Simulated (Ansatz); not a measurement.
Crystal: Zr.

```
CELL_PARAMETERS angstrom
3.23200 0.00000 0.00000
-1.61600 2.79899 0.00000
0.00000 0.00000 5.14700
ATOMIC_POSITIONS crystal
Zr 0.66667 0.33333 0.75000
Zr 0.33333 0.66667 0.25000
```

```yaml
Program: Ansatz 0.2.0
Task: relaxation of cell and atoms
Functional: BLYP
Dispersion: D3(BJ)
Potentials_or_basis: all-electron LAPW, scalar-relativistic
Basis_error_allowed: 0.001 eV/atom
k_mesh: 9 × 9 × 5
Occupations: fermi-dirac, width 0.05 eV
Spin: no spin polarisation
```

At the start: volume 23.28 Å³/atom.

Q: How do energy, volume and symmetry change on relaxing?

A: Over 6 steps the energy falls by 28.3 meV/atom and the volume is 21.81 Å³/atom (-6.3 %); space group P6_3/mmc (No. 194, to 0.05 Å).

The path:
```csv
step,energy change (eV),largest force (eV/Å),volume (Å³)
1,0.0000,0.0000,46.56
2,-0.0557,0.0000,43.94
3,-0.0566,0.0000,43.61
4,-0.0566,0.0000,43.61
5,-0.0567,0.0000,43.62
6,-0.0567,0.0000,43.62
```

Final structure:
```yaml
crystal:
  lattice:
    - [3.14162, 0.00000, 0.00000]
    - [-1.57081, 2.72073, 0.00000]
    - [0.00000, 0.00000, 5.10341]
  atoms:
    - { symbol: Zr, position: [0.66667, 0.33333, 0.75000] }
    - { symbol: Zr, position: [0.33333, 0.66667, 0.25000] }
```
